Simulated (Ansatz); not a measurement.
# Zone-centre phonons of AlCu3: input and output

These are results of DFT PBEsol, scalar-relativistic, plane waves, PAW in Ansatz, not measurements.

Launched with:
```bash
ansatz run input.yaml --threads 4 --pin off --max-ram 12288MiB --backend cpu --events-out ev --progress --plain --runs-dir out
```

Input (bare energies are in eV):
```yaml
crystal:
  lattice:
    - [4.1745393404, 0.0, 0.0]
    - [0.0, 5.1246043475, 0.0]
    - [0.0, 0.0, 4.4711138563]
  atoms:
    - { symbol: Al, position: [0.0, 0.0, 0.664523824] }
    - { symbol: Al, position: [0.5, 0.5, 0.335476176] }
    - { symbol: Cu, position: [0.0, 0.5, 0.6682312388] }
    - { symbol: Cu, position: [0.5, 0.0, 0.3317687612] }
    - { symbol: Cu, position: [0.0, 0.25103418, 0.1640011733] }
    - { symbol: Cu, position: [0.0, 0.74896582, 0.1640011733] }
    - { symbol: Cu, position: [0.5, 0.24896582, 0.8359988267] }
    - { symbol: Cu, position: [0.5, 0.75103418, 0.8359988267] }
basis:
  ecutwfc: 420
kpoints:
  mp_grid: { grid: [8, 8, 8] }
hamiltonian:
  xc: pbesol
scf:
  occupations: { method: fermi_dirac, width: 0.15 }
output:
  eigenvalues: true
phonons:
  method: dfpt
  eigenvectors: true
```

Results section of the output:
```
--- Phonons (Γ-DFPT): 9 representative perturbations + reference, on 170 of 512 k-points (Σ response iterations 37) ---
  k mesh reduced under 2 symmetry operations, with k and −k counted as one. Each operation leaves every solved displacement unchanged or reverses it
  ASR residual: 4.243e-4 → 0.000e0 eV/Å²; symmetrization residual: 1.981e-5 eV/Å²
  ASR residual per site (eV/Å²): 8.42e-5 8.42e-5 4.24e-4 4.24e-4 2.09e-4 2.09e-4 2.09e-4 2.09e-4
  Γ frequencies (cm⁻¹): 0.00 0.00 0.00 119.23 128.83 136.94 137.17 138.57 143.47 173.97 174.34 177.70 179.50 188.37 191.20 196.14 205.31 217.77 288.93 291.91 294.84 296.47 304.04 316.36
  non-analytic LO–TO correction: not included (Born effective charges unavailable; polar crystals: no LO–TO splitting at Γ)
```

The run took 12 min on 4 threads of Intel(R) Xeon(R) Processor @ 2.50GHz (Skylake/Cascade Lake), on a shared host, peak memory 3.6 GiB.

In a metal, frequencies and elastic constants depend on the k mesh and the smearing, soft modes and shear constants most.